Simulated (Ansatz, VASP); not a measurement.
**Si: VASP beside Ansatz**

Contents of INCAR:

```
SYSTEM = Si
PREC = Accurate ; ENCUT = 520
EDIFF = 1E-7 ; ISMEAR = -1
SIGMA = 0.05 ; LREAL = .FALSE.
LASPH = .TRUE. ; NELM = 80
ALGO = Normal ; ISIF = 2
LWAVE = .FALSE. ; LCHARG = .FALSE.
GGA = PE ; NBANDS = 16
```

KPOINTS

```
Automatic mesh
0
G
  8 8 4
  0 0 0
```

POSCAR

```
Si
1.0
    3.8056031457      0.0000000000      0.0000000000
   -1.9028015729      3.2957490010      0.0000000000
    0.0000000000      0.0000000000      6.2901199008
Si
4
Direct
    0.6666666667      0.3333333333      0.9369905000
    0.3333333333      0.6666666667      0.4369905000
    0.6666666667      0.3333333333      0.5630095000
    0.3333333333      0.6666666667      0.0630095000
```

File input.yaml:

```yaml
crystal:
  lattice:
    - [3.8056031457, 0.0, 0.0]
    - [-1.9028015729, 3.295749001, 0.0]
    - [0.0, 0.0, 6.2901199008]
  atoms:
    - { symbol: Si, position: [0.6666666667, 0.3333333333, 0.9369905] }
    - { symbol: Si, position: [0.3333333333, 0.6666666667, 0.4369905] }
    - { symbol: Si, position: [0.6666666667, 0.3333333333, 0.5630095] }
    - { symbol: Si, position: [0.3333333333, 0.6666666667, 0.0630095] }
hamiltonian:
  xc: pbe
  pseudopotentials: { kind: paw }
kpoints:
  mp_grid: { grid: [8, 8, 4] }
scf:
  occupations: { method: fermi_dirac, width: 0.05 }
output:
  forces: true
  stress: true
  eigenvalues: true
```

Change from the starting cell: volume scaled by 0.98.

Alike in both runs: task single point; functional PBE; k mesh 8 × 8 × 4; occupations fermi-dirac, width 0.05 eV; no spin polarisation.

|  | VASP | Ansatz |
| --- | --- | --- |
| version | VASP 6.6.1 | Ansatz 0.2.0 |
| potentials or method | VASP PAW PBE potentials, release 64 (Si) | Ansatz PAW |
| plane-wave cutoff (eV) | 520 | 420 |
| valence electrons in the cell | 16 | 16 |

|  | VASP | Ansatz | Ansatz less VASP |
| --- | --- | --- | --- |
| gap on the k mesh at the Fermi level (eV) | 0.37 | 0.37 | -0.002 |
| least direct gap on the mesh (eV) | 1.09 | 1.08 | -0.005 |
| pressure (GPa) | 3.4 | 3.4 | +0.08 |

A k mesh can miss the band edges.
